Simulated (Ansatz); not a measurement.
# ZnO (P6_3mc): the host for defect calculations

Before any defect goes in: ZnO (P6_3mc) at rest, and how it screens a charge.

Calculated with Ansatz 0.2.0; plane-wave PAW DFT, r2SCAN; relaxation of the host's cell and atoms; PAW set soft_1, in the first sound run; inputs show where later runs differ.

### Step 1. Set-up

The structure is hexagonal, space group P6_3mc (No. 186). Conventional cell: a = 3.237 Å, b = 3.237 Å, c = 5.222 Å, α = 90.00°, β = 90.00°, γ = 120.00°. Nearest to Zn lie 4 O at 1.97 to 1.98 Å. Nearest to O lie 4 Zn at 1.97 to 1.98 Å. Farther neighbours and most contacts between anions are not listed.

### Step 2. Host cell relaxation

Lattice and positions are set free, within the symmetry that the program keeps.

File cell/input.yaml:

```yaml
crystal:
  lattice:
    - [3.237351, 0.0, 0.0]
    - [-1.6186755, 2.8036282, 0.0]
    - [0.0, 0.0, 5.2220613]
  atoms:
    - { symbol: Zn, position: [0.66666667, 0.33333333, 0.5005917] }
    - { symbol: Zn, position: [0.33333333, 0.66666667, 0.0005917] }
    - { symbol: O, position: [0.66666667, 0.33333333, 0.8797183] }
    - { symbol: O, position: [0.33333333, 0.66666667, 0.3797183] }
basis:
  ecutwfc: 500
  xc_grid: 2
hamiltonian:
  xc: r2scan
  pseudopotentials: { kind: paw, azcp: { folder: soft_1 } }
kpoints:
  mp_grid: { grid: [10, 10, 6] }
scf:
  occupations: { method: fixed }
  max_iter: 100
relax:
  f_tol: 0.005
  max_steps: 60
  cell: {}
output:
  forces: true
  stress: true
checkpoint:
  write: "../cell.run"
  compress: false
  write_wavefunctions: false
  write_every: 100000
```

On the command line:

```sh
> ansatz run input.yaml --threads 32 --pin off --max-ram 56524MiB --backend cuda --events-out ev --progress --plain --runs-dir out --max-vram 78GiB
```

Numbers of over 12 decimals in the logs are rounded to 6 here.

Output:

```text
Engine: ansatz 0.2.0, aarch64-unknown-linux-gnu
[...]
Pseudopotential: Zn, paw, valence charge 12, recommended cutoff 500 eV (meta_gga), soft_1/Zn.paw.azcp
Pseudopotential: O, paw, valence charge 6, recommended cutoff 500 eV (meta_gga), soft_1/O.paw.azcp
Functional definition: r2SCAN
[...]
Crystal: 4 atoms, lattice volume = 47.397 Å³
Basis set: ecut = 500 eV, 1177 PW (Γ), exchange–correlation on 48×48×80 points (8 copies of the dense FFT grid, shifted against one another)
Bands: 22, of which v1, the nominal top of the filled ones, is band 18 counted from 1 (17 counted from 0)
[...]
Space group: P63mc (ITA 186), of the structure as read, at distance tolerance 3.6e-5 Å
k-points: 56 of 600 (time reversal used)
[...]
Functional: x = r2scan, c = r2scan; τ floored in thin density (d = 2e-4 eV/Å³)
[...]
SCF 4 converged in 6 iterations: F = -7789.864841 eV  dr2 = 1.95e-11
relax step   4: F+E_penalty+E_count = -7789.86484074 eV  Δ(F+E_penalty+E_count) = +1.880e-4 eV  max|allowed force component| = 4.052e-3 eV/Å  Δτ_max = 0.0000 Å  P = +0.006 GPa  Ω = 47.236 Å³  stress o [...]
basis re-selected at this cell: Δ(F+E_penalty+E_count) = +1.880e-4 eV, ΔP = -0.000 GPa vs the last step (what re-selecting the basis moved, of the pressure what is left beyond the Pulay correction tha [...]
SCF converged after 6 iterations
Free energy (F): -7789.864841 eV
[...]
Fermi energy:    6.918175 eV
--- Per-component energies (eV) ---
[...]
--- Forces (eV/Å), atoms counted from 1 ---
[...]
--- Stress (GPa, compression-positive) ---
       -0.002171      -0.000000      -0.000000
        0.000000      -0.002171      -0.000000
       -0.000000      -0.000000       0.023265
  P = ⅓ Tr σ = 0.0063 GPa (0.063 kbar)
--- Band table (eV; the first three rows and the last of 56) ---
[...]
--- Relaxed structure (3 steps of the walk, 3 accepted, 1 SCFs on fresh bases) ---
[...]
```

Run time: 3.6 s. Hardware: 1 × NVIDIA GB200 with 32 threads of Arm Neoverse V2, shared host; peak memory 0.95 GiB.

Step by step:

```
step  energy less that of the first step (eV)  largest force component (eV/Å)  pressure (GPa)  volume (Å³)
   1                                   0.0000                          0.0061           -0.50        47.40
   2                                  -0.0003                          0.0062           -0.23        47.31
   3                                  -0.0004                          0.0040            0.01        47.24
  4*                                  -0.0002                          0.0041            0.01        47.24
```

Relaxation steps marked * repeat the geometry before them on a plane-wave basis chosen anew for their cell, so energy and pressure can jump there.

```
conventional cell, symmetrised  before  after  change
                         a (Å)   3.237  3.235  -0.1 %
                         b (Å)   3.237  3.235  -0.1 %
                         c (Å)   5.222  5.212  -0.2 %
              volume (Å³/atom)   11.85  11.81  -0.3 %
```

Final coordinates:

```xyz
4
Lattice="3.2349 0.0000 0.0000 -1.6174 2.8015 0.0000 0.0000 0.0000 5.2122" Properties=species:S:1:pos:R:3 pbc="T T T"
Zn    1.6174    0.9338    2.6083
Zn    0.0000    1.8677    0.0022
O     1.6174    0.9338    4.5862
O     0.0000    1.8677    1.9801
```

This step gave:

```
pressure : 0.006307 GPa
```

The cell shrank by 0.3 % in volume.

### Step 3. Dielectric tensors of the host

The response to a uniform electric field gives the electronic dielectric tensor.

This step: plane-wave PAW DFPT, PBEsol; dielectric tensors, Born charges and zone-centre modes of the host; PAW set soft_1 (Ansatz 0.2.0).

File eps/input.yaml:

```yaml
crystal:
  lattice:
    - [3.2348953597, 0.0, 0.0]
    - [-1.6174476799, 2.8015015601, 0.0]
    - [0.0, 0.0, 5.2122082498]
  atoms:
    - { symbol: Zn, position: [0.6666666667, 0.3333333333, 0.5004175113] }
    - { symbol: Zn, position: [0.3333333333, 0.6666666667, 0.0004175113] }
    - { symbol: O, position: [0.6666666667, 0.3333333333, 0.8798924887] }
    - { symbol: O, position: [0.3333333333, 0.6666666667, 0.3798924887] }
basis:
  ecutwfc: 420
hamiltonian:
  xc: pbesol
  pseudopotentials: { kind: paw, azcp: { folder: soft_1 }, xc_functional: pbe }
kpoints:
  mp_grid: { grid: [9, 9, 5] }
scf:
  occupations: { method: fixed }
  max_iter: 100
phonons:
  method: dfpt
  dielectric: true
  rigid_motions: translations
```

Output:

```text
[...]
Crystal: 4 atoms, lattice volume = 47.236 Å³
Basis set: ecut = 420 eV, 941 PW (Γ), exchange–correlation on 48×48×72 points (8 copies of the dense FFT grid, shifted against one another)
Bands: 22, of which v1, the nominal top of the filled ones, is band 18 counted from 1 (17 counted from 0)
[...]
k-points: 115 of 405 (irreducible under 2 space group operations, time reversal used)
[...]
SCF iter   1: F=—  HF=-7685.185201 eV  |F-HF|=—  |Δ(HF+E_count)|=         —  Δρ=1.10e-1  dr2=3.03e0  ethr=3.10e-3  ⟨swp⟩=4.2  Hψ=11917  notcnv=0  defer=211
[...]
k-points: 224
[...]
SCF iter   4: F=—  HF=-7684.261030 eV  |F-HF|=—  |Δ(HF+E_count)|=   1.44e-6  Δρ=2.03e-5  dr2=8.88e-8  ethr=3.04e-9
SCF iter   5: F=-7684.261030 eV  HF=-7684.261030 eV  |F-HF|=8.18e-9  |Δ(HF+E_count)|=   9.60e-8  Δρ=1.30e-5  dr2=3.27e-8  ethr=2.47e-10
SCF 1 converged in 5 iterations: F = -7684.261030 eV  dr2 = 3.27e-8
[...]
WARN: field response: ε∞ stands inside a basis, on 14×14×8 points; the force constants stand on the 9×9×5 k-mesh, whose period is 9.12 times the interband length at k = (0.0000, 0.0000, 0.0000), direc [...]
SCF converged after 11 iterations
Free energy (F): -7684.261888 eV
[...]
Fermi energy:    7.140223 eV
[...]
--- Band table (eV; the first three rows and the last of 115) ---
[...]
--- Phonons (Γ-DFPT): 4 representative perturbations + reference (Σ response iterations 24) ---
  k mesh reduced under 2 symmetry operations, with k and −k counted as one. Each operation leaves every solved perturbation unchanged. A smaller set is not considered because the run solves the response to a homogeneous field
  ASR residual: 2.055e-4 → 0.000e0 eV/Å²; symmetrization residual: 2.175e-9 eV/Å²
  ASR residual per site (eV/Å²): 8.71e-5 8.71e-5 2.05e-4 2.05e-4
  Γ frequencies (cm⁻¹): 0.00 0.00 0.00 88.84 88.84 250.56 366.77 387.32 387.32 419.01 419.01 528.47
  ε∞ (high-frequency dielectric tensor):
        5.303922     0.000000    -0.000000
        0.000000     5.303922     0.000000
       -0.000000     0.000000     5.342954
  ε⁰ (static dielectric tensor: ions relaxed, cell fixed):
       10.108048     0.000000    -0.000000
        0.000000    10.108048    -0.000000
       -0.000000    -0.000000    10.971661
  ε⁰ − ε∞ (ionic part):
        4.804126    -0.000000    -0.000000
       -0.000000     4.804126    -0.000000
       -0.000000    -0.000000     5.628707
  softest optical mode at Γ: 88.84 cm⁻¹; the repairs (sum rule, projections) moved no ω² at Γ by more than (1.87 cm⁻¹)²
  Born effective charges Z* (e; rows j = field, columns β = displacement):
    site 0:
         2.10864   -0.00000   -0.00000
         0.00000    2.10864    0.00000
        -0.00000    0.00000    2.16135
    site 1:
         2.10864   -0.00000   -0.00000
         0.00000    2.10864   -0.00000
        -0.00000   -0.00000    2.16135
    site 2:
        -2.10864    0.00000    0.00000
        -0.00000   -2.10864   -0.00000
         0.00000    0.00000   -2.16135
    site 3:
        -2.10864    0.00000    0.00000
        -0.00000   -2.10864   -0.00000
         0.00000   -0.00000   -2.16135
  Z* charge neutrality: 1.723e-3 e pre-enforcement
  solved inside a basis spanned on kpoints, on 14×14×8 k-points transformed towards the longest dipole: ε∞ is read to err by 1.7e-2, Z* by 1.3e-2 e (field_mesh: kpoints solves on kpoints); Z* is corrected for what the basis lacks
  optical modes at Γ without the LO–TO term, one row a degenerate level:
      ω (cm⁻¹)  modes    IR ((D/Å)²/amu)
         88.84      2             0.0000
        250.56      1             0.0000
        366.77      1            16.7694
        387.32      2            31.9230
        419.01      2             0.0000
        528.47      1             0.0000
  optical modes at Γ + LO–TO along q̂ = [1.0000, 0.0000, 0.0000]:
      ω (cm⁻¹)  modes    IR ((D/Å)²/amu)
         88.84      2             0.0000
        250.56      1             0.0000
        366.77      1            16.7694
        387.32      1            15.9615
        419.01      2             0.0000
        528.47      1             0.0000
        534.70      1            15.9615
  optical modes at Γ + LO–TO along q̂ = [0.0000, 1.0000, 0.0000]:
      ω (cm⁻¹)  modes    IR ((D/Å)²/amu)
         88.84      2             0.0000
        250.56      1             0.0000
        366.77      1            16.7694
        387.32      1            15.9615
        419.01      2             0.0000
        528.47      1             0.0000
        534.70      1            15.9615
  optical modes at Γ + LO–TO along q̂ = [0.0000, 0.0000, 1.0000]:
      ω (cm⁻¹)  modes    IR ((D/Å)²/amu)
         88.84      2             0.0000
        250.56      1             0.0000
        387.32      2            31.9230
        419.01      2             0.0000
        525.58      1            16.7694
        528.47      1             0.0000
[...]
```

Elapsed: 9.9 s, on 1 × NVIDIA GB200 with 32 threads; peak memory 2.3 GiB.

Electronic dielectric tensor:

```
5.30 0.00 0.00
0.00 5.30 0.00
0.00 0.00 5.34
```

Static dielectric tensor:

```
10.11  0.00  0.00
 0.00 10.11  0.00
 0.00  0.00 10.97
```

The principal values of the electronic dielectric tensor are 5.30, 5.30 and 5.34. The principal values of the static dielectric tensor are 10.11, 10.11 and 10.97.

### Step 4. Primitive cell on a dense mesh

A dense mesh gives the host's converged energy, against which the supercell's sampling is tested.

This step: plane-wave PAW DFT, r2SCAN; single point of the host's primitive cell on a dense mesh; PAW set soft_1 (Ansatz 0.2.0).

File dense/input.yaml:

```yaml
crystal:
  lattice:
    - [3.2348953597, 0.0, 0.0]
    - [-1.6174476799, 2.8015015601, 0.0]
    - [0.0, 0.0, 5.2122082498]
  atoms:
    - { symbol: Zn, position: [0.6666666667, 0.3333333333, 0.5004175113] }
    - { symbol: Zn, position: [0.3333333333, 0.6666666667, 0.0004175113] }
    - { symbol: O, position: [0.6666666667, 0.3333333333, 0.8798924887] }
    - { symbol: O, position: [0.3333333333, 0.6666666667, 0.3798924887] }
basis:
  ecutwfc: 500
  xc_grid: 2
hamiltonian:
  xc: r2scan
  pseudopotentials: { kind: paw, azcp: { folder: soft_1 } }
kpoints:
  mp_grid: { grid: [10, 10, 6] }
scf:
  occupations: { method: fermi_dirac, width: 0.01 }
  max_iter: 80
```

Output:

```text
[...]
Crystal: 4 atoms, lattice volume = 47.236 Å³
Basis set: ecut = 500 eV, 1165 PW (Γ), exchange–correlation on 48×48×80 points (8 copies of the dense FFT grid, shifted against one another)
Bands: 22, of which v1, the nominal top of the filled ones, is band 18 counted from 1 (17 counted from 0)
[...]
k-points: 56 of 600 (time reversal used)
[...]
SCF iter   2: F=—  HF=-7789.893840 eV  |F-HF|=—  |Δ(HF+E_count)|=   9.58e-1  Δρ=3.03e-2  dr2=3.59e-1  dr2_τ=1.72e-2  ethr=3.10e-3  ⟨swp⟩=3.0  Hψ=2996  notcnv=0
[...]
SCF iter   8: F=—  HF=-7789.864841 eV  |F-HF|=—  |Δ(HF+E_count)|=   1.99e-5  Δρ=4.71e-5  dr2=8.70e-7  dr2_τ=1.64e-8  ethr=9.78e-8  ⟨swp⟩=2.1  Hψ=2142  notcnv=0
SCF iter   9: F=-7789.864841 eV  HF=-7789.864841 eV  |F-HF|=4.15e-9  |Δ(HF+E_count)|=   2.05e-7  Δρ=6.57e-6  dr2=1.73e-8  dr2_τ=8.48e-10  ethr=2.78e-10  ⟨swp⟩=3.0  Hψ=3317  notcnv=0
SCF 1 converged in 9 iterations: F = -7789.864841 eV  dr2 = 1.73e-8
[...]
SCF converged after 9 iterations
Free energy (F): -7789.864841 eV
[...]
Fermi energy:    7.539017 eV
[...]
```

The job ended after 0.87 s (1 × NVIDIA GB200 with 32 threads; peak memory 0.98 GiB; 2.1 s of CPU time).

### Step 5. Self-consistent run

This step: plane-wave PAW DFT, r2SCAN; single point of the defect-free supercell, a test of its k-points; PAW set soft_1 (Ansatz 0.2.0).

System of this step: ZnO (P6_3mc). The cell holds 72 atoms: 36 Zn and 36 O. Its edges and angles: a = 9.705 Å, b = 9.705 Å, c = 10.424 Å, α = 90.0°, β = 90.0°, γ = 120.0°.

File pristine.sampling/input.yaml:

```yaml
crystal:
  lattice:
    - [9.7046860791, 0.0, 0.0]
    - [-4.8523430396, 8.4045046803, 0.0]
    - [0.0, 0.0, 10.4244164997]
  atoms:
    - { symbol: Zn, position: [0.2222222222, 0.1111111111, 0.2502087556] }
    - { symbol: Zn, position: [0.1111111111, 0.2222222222, 0.0002087556] }
    - { symbol: O, position: [0.2222222222, 0.1111111111, 0.4399462444] }
    - { symbol: O, position: [0.1111111111, 0.2222222222, 0.1899462443] }
    - { symbol: Zn, position: [0.2222222222, 0.1111111111, 0.7502087556] }
    - { symbol: Zn, position: [0.1111111111, 0.2222222222, 0.5002087556] }
    - { symbol: O, position: [0.2222222222, 0.1111111111, 0.9399462444] }
    - { symbol: O, position: [0.1111111111, 0.2222222222, 0.6899462444] }
    - { symbol: Zn, position: [0.2222222222, 0.4444444444, 0.2502087556] }
    - { symbol: Zn, position: [0.1111111111, 0.5555555556, 0.0002087556] }
    - { symbol: O, position: [0.2222222222, 0.4444444444, 0.4399462444] }
    - { symbol: O, position: [0.1111111111, 0.5555555556, 0.1899462443] }
    - { symbol: Zn, position: [0.2222222222, 0.4444444444, 0.7502087556] }
    - { symbol: Zn, position: [0.1111111111, 0.5555555556, 0.5002087556] }
    - { symbol: O, position: [0.2222222222, 0.4444444444, 0.9399462444] }
    - { symbol: O, position: [0.1111111111, 0.5555555556, 0.6899462444] }
    - { symbol: Zn, position: [0.2222222222, 0.7777777778, 0.2502087556] }
    - { symbol: Zn, position: [0.1111111111, 0.8888888889, 0.0002087556] }
    - { symbol: O, position: [0.2222222222, 0.7777777778, 0.4399462444] }
    - { symbol: O, position: [0.1111111111, 0.8888888889, 0.1899462443] }
    - { symbol: Zn, position: [0.2222222222, 0.7777777778, 0.7502087556] }
    - { symbol: Zn, position: [0.1111111111, 0.8888888889, 0.5002087556] }
    - { symbol: O, position: [0.2222222222, 0.7777777778, 0.9399462444] }
    - { symbol: O, position: [0.1111111111, 0.8888888889, 0.6899462444] }
    - { symbol: Zn, position: [0.5555555556, 0.1111111111, 0.2502087556] }
    - { symbol: Zn, position: [0.4444444444, 0.2222222222, 0.0002087556] }
    - { symbol: O, position: [0.5555555556, 0.1111111111, 0.4399462444] }
    - { symbol: O, position: [0.4444444444, 0.2222222222, 0.1899462443] }
    - { symbol: Zn, position: [0.5555555556, 0.1111111111, 0.7502087556] }
    - { symbol: Zn, position: [0.4444444444, 0.2222222222, 0.5002087556] }
    - { symbol: O, position: [0.5555555556, 0.1111111111, 0.9399462444] }
    - { symbol: O, position: [0.4444444444, 0.2222222222, 0.6899462444] }
    - { symbol: Zn, position: [0.5555555556, 0.4444444444, 0.2502087556] }
    - { symbol: Zn, position: [0.4444444444, 0.5555555556, 0.0002087556] }
    - { symbol: O, position: [0.5555555556, 0.4444444444, 0.4399462444] }
    - { symbol: O, position: [0.4444444444, 0.5555555556, 0.1899462443] }
    - { symbol: Zn, position: [0.5555555556, 0.4444444444, 0.7502087556] }
    - { symbol: Zn, position: [0.4444444444, 0.5555555556, 0.5002087556] }
    - { symbol: O, position: [0.5555555556, 0.4444444444, 0.9399462444] }
    - { symbol: O, position: [0.4444444444, 0.5555555556, 0.6899462444] }
    - { symbol: Zn, position: [0.5555555556, 0.7777777778, 0.2502087556] }
    - { symbol: Zn, position: [0.4444444444, 0.8888888889, 0.0002087556] }
    - { symbol: O, position: [0.5555555556, 0.7777777778, 0.4399462444] }
    - { symbol: O, position: [0.4444444444, 0.8888888889, 0.1899462443] }
    - { symbol: Zn, position: [0.5555555556, 0.7777777778, 0.7502087556] }
    - { symbol: Zn, position: [0.4444444444, 0.8888888889, 0.5002087556] }
    - { symbol: O, position: [0.5555555556, 0.7777777778, 0.9399462444] }
    - { symbol: O, position: [0.4444444444, 0.8888888889, 0.6899462444] }
    - { symbol: Zn, position: [0.8888888889, 0.1111111111, 0.2502087556] }
    - { symbol: Zn, position: [0.7777777778, 0.2222222222, 0.0002087556] }
    - { symbol: O, position: [0.8888888889, 0.1111111111, 0.4399462444] }
    - { symbol: O, position: [0.7777777778, 0.2222222222, 0.1899462443] }
    - { symbol: Zn, position: [0.8888888889, 0.1111111111, 0.7502087556] }
    - { symbol: Zn, position: [0.7777777778, 0.2222222222, 0.5002087556] }
    - { symbol: O, position: [0.8888888889, 0.1111111111, 0.9399462444] }
    - { symbol: O, position: [0.7777777778, 0.2222222222, 0.6899462444] }
    - { symbol: Zn, position: [0.8888888889, 0.4444444444, 0.2502087556] }
    - { symbol: Zn, position: [0.7777777778, 0.5555555556, 0.0002087556] }
    - { symbol: O, position: [0.8888888889, 0.4444444444, 0.4399462444] }
    - { symbol: O, position: [0.7777777778, 0.5555555556, 0.1899462443] }
    - { symbol: Zn, position: [0.8888888889, 0.4444444444, 0.7502087556] }
    - { symbol: Zn, position: [0.7777777778, 0.5555555556, 0.5002087556] }
    - { symbol: O, position: [0.8888888889, 0.4444444444, 0.9399462444] }
    - { symbol: O, position: [0.7777777778, 0.5555555556, 0.6899462444] }
    - { symbol: Zn, position: [0.8888888889, 0.7777777778, 0.2502087556] }
    - { symbol: Zn, position: [0.7777777778, 0.8888888889, 0.0002087556] }
    - { symbol: O, position: [0.8888888889, 0.7777777778, 0.4399462444] }
    - { symbol: O, position: [0.7777777778, 0.8888888889, 0.1899462443] }
    - { symbol: Zn, position: [0.8888888889, 0.7777777778, 0.7502087556] }
    - { symbol: Zn, position: [0.7777777778, 0.8888888889, 0.5002087556] }
    - { symbol: O, position: [0.8888888889, 0.7777777778, 0.9399462444] }
    - { symbol: O, position: [0.7777777778, 0.8888888889, 0.6899462444] }
basis:
  ecutwfc: 500
  xc_grid: 2
hamiltonian:
  xc: r2scan
  pseudopotentials: { kind: paw, azcp: { folder: soft_1 } }
kpoints:
  mp_grid: { grid: [1, 1, 1], shift: [0.25, 0.25, 0.25] }
scf:
  occupations: { method: fermi_dirac, width: 0.01 }
  max_iter: 80
```

Output:

```text
[...]
Crystal: 72 atoms, lattice volume = 850.248 Å³
Basis set: ecut = 500 eV, 21561 PW (Γ), exchange–correlation on 144×144×160 points (8 copies of the dense FFT grid, shifted against one another)
Bands: 396, of which v1, the nominal top of the filled ones, is band 324 counted from 1 (323 counted from 0)
[...]
k-points: 1
[...]
SCF iter   2: F=—  HF=-140218.700431 eV  |F-HF|=—  |Δ(HF+E_count)|=    1.72e1  Δρ=3.02e-2  dr2=6.47e0  dr2_τ=3.09e-1  ethr=3.10e-3  ⟨swp⟩=3.0  Hψ=756  notcnv=0  defer=66
[...]
automatic band count: iteration 3 solves 375 bands in place of 396: the levels show a gap, and the empty bands left out lie too high to hold charge; the band table lists the bands solved (type scf.n_e [...]
[...]
SCF iter   9: F=—  HF=-140218.126219 eV  |F-HF|=—  |Δ(HF+E_count)|=   2.47e-3  Δρ=1.23e-5  dr2=8.18e-7  dr2_τ=5.11e-8  ethr=1.31e-10  ⟨swp⟩=2.0  Hψ=1351  notcnv=0
SCF iter  10: F=-140218.126219 eV  HF=-140218.126219 eV  |F-HF|=3.35e-9  |Δ(HF+E_count)|=   1.26e-8  Δρ=1.73e-6  dr2=2.85e-8  dr2_τ=1.52e-9  ethr=1.26e-10  ⟨swp⟩=1.0  Hψ=997  notcnv=0
SCF 1 converged in 10 iterations: F = -140218.126219 eV  dr2 = 2.85e-8
[...]
SCF converged after 10 iterations
Free energy (F): -140218.126219 eV
[...]
Fermi energy:    8.111509 eV
[...]
```

It took 1.2 s on 1 × NVIDIA GB200 with 32 threads; peak memory 1.3 GiB; 3.2 s of CPU time.

Numbers from this step:

| Quantity | Value |
| --- | --- |
| energy over dense mesh | -0.007765 eV/atom |

[end of part 1 of 2]

[Logs are printed without paths, hosts, clocks, repeated set-up lines and the standing remarks that a program may print on its own settings, such as how far it seeks lower states.]

[Hosts, paths, dates, database ids (printed as entryN), source tags and the programs' standing remarks are cut or masked in the printed files.]

[Runs of the host that timed out are not shown.]

[For some hosts the program warned that the k-mesh of the response run may be too coarse for force constants and the static dielectric constant; such warnings are not always shown.]
